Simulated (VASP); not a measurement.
HgTe (strained zincblende), PBE single-point calculation: VASP's output and Ansatz's

POSCAR

```
Hg Te
 1.0000000000000000
     0.0000000000000000    3.1575915708000002    3.1575915708000002
     3.1575915708000002    0.0000000000000000    3.1575915708000002
     3.1575915708000002    3.1575915708000002    0.0000000000000000
 Hg  Te
   1   1
Cartesian
  0.0000000000000000  0.0000000000000000  0.0000000000000000
  1.5787957854000001  1.5787957854000001  1.5787957854000001
```

VASP ran with the recommended PBE PAW datasets (18 valence electrons in the cell).

From OUTCAR

```
k-points           NKPTS =     16   k-points in BZ     NKDIM =     16   number of bands    NBANDS=     16

   NELECT =      18.0000    total number of electrons

   dimension x,y,z NGX =    36 NGY =   36 NGZ =   36
   dimension x,y,z NGXF=    72 NGYF=   72 NGZF=   72

  energy-cutoff  :      520.00
  volume of cell :       62.96
      direct lattice vectors                 reciprocal lattice vectors
     0.000000000  3.157591571  3.157591571    -0.158348535  0.158348535  0.158348535
     3.157591571  0.000000000  3.157591571     0.158348535 -0.158348535  0.158348535
     3.157591571  3.157591571  0.000000000     0.158348535  0.158348535 -0.158348535

 k-points in reciprocal lattice and weights: KPOINTS created by Atomic Simulation Env
   0.00000000  0.00000000  0.00000000       0.005
   0.16666667  0.00000000  0.00000000       0.037
   0.33333333  0.00000000  0.00000000       0.037
   0.50000000  0.00000000  0.00000000       0.019
   0.16666667  0.16666667  0.00000000       0.028
   0.33333333  0.16666667  0.00000000       0.111
   0.50000000  0.16666667  0.00000000       0.111
  -0.33333333  0.16666667  0.00000000       0.111
   ...

 E-fermi :   3.8948

 k-point     1 :       0.0000    0.0000    0.0000
  band No.  band energies     occupation
      1      -8.6430      2.00000
      2      -3.9191      2.00000
      3      -3.9191      2.00000
      4      -3.9191      2.00000
      5      -3.3011      2.00000
      6      -3.3011      2.00000
      7       3.3301      2.00000
      8       3.8809      1.33333
      9       3.8809      1.33333
     10       3.8809      1.33333
     11       7.9670      0.00000
     12       7.9670      0.00000
     13       7.9670      0.00000
     14      10.3170      0.00000
     15      13.5277      0.00000
     16      13.5277      0.00000

 k-point     2 :       0.1667    0.0000    0.0000
  band No.  band energies     occupation
      1      -8.4902      2.00000
      2      -3.8772      2.00000
      3      -3.8772      2.00000
      4      -3.8653      2.00000
      5      -3.3050      2.00000
      6      -3.3050      2.00000
      7       1.4537      2.00000
      8       3.5417      2.00000
      9       3.5417      2.00000
     10       4.7605      0.00000
     11       8.1254      0.00000
     12       8.3832      0.00000
     13       8.3832      0.00000
     14      11.6343      0.00000
     15      12.4268      0.00000
     16      12.4268      0.00000

 k-point     3 :       0.3333    0.0000    0.0000
  band No.  band energies     occupation
      1      -8.1595      2.00000
      2      -3.8046      2.00000
      3      -3.8046      2.00000
      4      -3.5540      2.00000
      5      -3.2942      2.00000
      6      -3.2942      2.00000
      7      -0.7348      2.00000
      8       2.9869      2.00000
      9       2.9869      2.00000
     10       4.6961      0.00000
     11       8.8042      0.00000
     12       8.8042      0.00000
     13       9.8583      0.00000
     14      11.3489      0.00000
     15      12.7771      0.00000
     16      12.7771      0.00000

 k-point     4 :       0.5000    0.0000    0.0000
  band No.  band energies     occupation
      1      -7.9809      2.00000
      2      -3.7769      2.00000
      3      -3.7769      2.00000
      4      -3.2763      2.00000
      5      -3.2763      2.00000
      6      -2.9481      2.00000
      7      -2.1009      2.00000
      8       2.7447      2.00000
      9       2.7447      2.00000
     10       4.5847      0.00000
     11       8.8283      0.00000
     12       8.8283      0.00000
     13      10.6853      0.00000
     14      11.9829      0.00000
     15      14.0020      0.00000
     16      14.0020      0.00000

 k-point     5 :       0.1667    0.1667    0.0000
  band No.  band energies     occupation
      1      -8.4384      2.00000
      2      -3.9062      2.00000
      3      -3.8343      2.00000
      4      -3.8343      2.00000
      5      -3.3303      2.00000
      6      -3.2830      2.00000
      7       1.4219      2.00000
      8       3.0212      2.00000
      9       3.0212      2.00000
     10       5.5790      0.00000
     11       6.9813      0.00000
     12       9.0983      0.00000
     13       9.0983      0.00000
     14      11.0183      0.00000
     15      12.4475      0.00000
     16      13.6487      0.00000

 k-point     6 :       0.3333    0.1667    0.0000
  band No.  band energies     occupation
      1      -8.1632      2.00000
      2      -3.8247      2.00000
      3      -3.7492      2.00000
      4      -3.6765      2.00000
      5      -3.3137      2.00000
      6      -3.2683      2.00000
      7      -0.1818      2.00000
      8       2.2854      2.00000
      9       2.4535      2.00000
     10       5.8745      0.00000
     11       7.4460      0.00000
     12       9.3731      0.00000
     13       9.7705      0.00000
     14      11.7227      0.00000
     15      13.2897      0.00000
     16      13.6405      0.00000

 ...

  Total        3.1983678      3.1983678      3.1983678     -0.0000000     -0.0000000     -0.0000000
  in kB       81.3843921     81.3843921     81.3843921     -0.0000000     -0.0000000     -0.0000000
  external PRESSURE =      81.3843921 kB  Pullay stress =       0.0000000 kB

 POSITION                                       TOTAL-FORCE (eV/Angst)
 -----------------------------------------------------------------------------------
      0.00000      0.00000      0.00000        -0.000000      0.000000     -0.000000
      1.57880      1.57880      1.57880         0.000000     -0.000000      0.000000
 -----------------------------------------------------------------------------------
    total drift:                               -0.000000     -0.000000     -0.000000

  FREE ENERGIE OF THE ION-ELECTRON SYSTEM (eV)
  ---------------------------------------------------
  free  energy   TOTEN  =        -3.4061541007 eV

  energy  without entropy=       -3.4058004805  energy(sigma->0) =       -3.40597729
```

The two codes use different PAW datasets and cutoffs. VASP's cell holds 18 valence electrons and Ansatz's 36. Ansatz's stress includes a Pulay correction; VASP's doesn't.

Task: What does Ansatz give for the same cell and level of theory?

Result: gap between bands v and c 0.00 eV; least direct gap 0.00 eV; pressure 8.0 GPa.

Ansatz printed

```
SCF 1 converged in 6 iterations: F = -20793.511401 eV  dr2 = 1.94e-9
  greatest PAW one-centre occupation: 1.000 electrons in one spin orbital (limit 2), on the Hg atom at site 0 (counted from 0), in its partial waves of l = 0
NSCF: frozen V_eff on 6 k-points
SCF converged after 6 iterations
Free energy (F): -20793.511401 eV
Harris-Foulkes:  -20793.511401 eV  (|F-HF|=3.61e-9)
Internal energy: -20793.511048 eV  (E = F + TS)
E sigma→0 (E₀):  -20793.511224 eV
Entropy (-TS):   -0.000354 eV (-0.177 meV/atom)
Fermi energy:    9.936513 eV
--- Per-component energies (eV) ---
  E_band       = -739.744487
  E_kinetic    = 786.580524
  E_local      = -4651.205266  (includes V_loc(G=0)·N_el)
  E_nonlocal   = -238.136871
  E_hartree    = 2275.829825
  E_xc         = -345.859960
  E_vxc        = -368.039797  (∫ρ·V_xc dr)
  E_paw        = -14606.597763  (= ΣΔE_a)
  E_vpaw       = -820.601210  (= ΣTr[D̂ρ^β])
  E_aug_tail   = 0.000747  (compensation charges beyond the density's cutoff)
  E_ewald      = -4014.122284
  E_smearing   = -0.000354  (= −TS)
  E_closure    = 0.000000  (closes the sum)
  Σ components = -20793.511401   (vs F -20793.511401, Δ=0.00e0)
--- Forces (eV/Å), atoms counted from 1 ---
  atom   1  Hg     0.00000000     0.00000000    -0.00000000
  atom   2  Te    -0.00000000     0.00000000     0.00000000
  max |Σ_I F_I| component: 8.33e-17 eV/Å
--- Stress (GPa, compression-positive) ---
        8.019240      -0.000000      -0.000000
       -0.000000       8.019240       0.000000
       -0.000000       0.000000       8.019240
  P = ⅓ Tr σ = 8.0192 GPa (80.192 kbar)
--- Band table (eV; the first three rows and the last of 16) ---
  k-point 0: bands = ["-105.3052", "-53.7653", "-53.7653", "-53.7653", "-27.0387", "-27.0387", "-27.0387", "-27.0275", "-27.0275", "-2.5985", "2.1305", "2.1305", "2.1305", "2.7491", "2.7491", "9.3760", "9.9226", "9.9226", "9.9226", "14.0308", "14.0308", "14.0308"]
  k-point 1: bands = ["-105.3052", "-53.7654", "-53.7653", "-53.7653", "-27.0389", "-27.0387", "-27.0387", "-27.0274", "-27.0274", "-2.4455", "2.1726", "2.1726", "2.1849", "2.7453", "2.7453", "7.5054", "9.5848", "9.5848", "10.8032", "14.1658", "14.4466", "14.4466"]
  k-point 2: bands = ["-105.3052", "-53.7655", "-53.7654", "-53.7654", "-27.0392", "-27.0385", "-27.0385", "-27.0273", "-27.0273", "-2.1149", "2.2453", "2.2453", "2.4975", "2.7562", "2.7562", "5.3193", "9.0307", "9.0307", "10.7439", "14.8723", "14.8723", "15.8771"]
  k-point 15: bands = ["-105.3052", "-53.7655", "-53.7654", "-53.7654", "-27.0396", "-27.0386", "-27.0381", "-27.0274", "-27.0269", "-1.7038", "2.3591", "2.4684", "2.6018", "2.7659", "3.4473", "4.0007", "6.9811", "7.1173", "12.7618", "13.4956", "16.4635", "16.6052"]
```
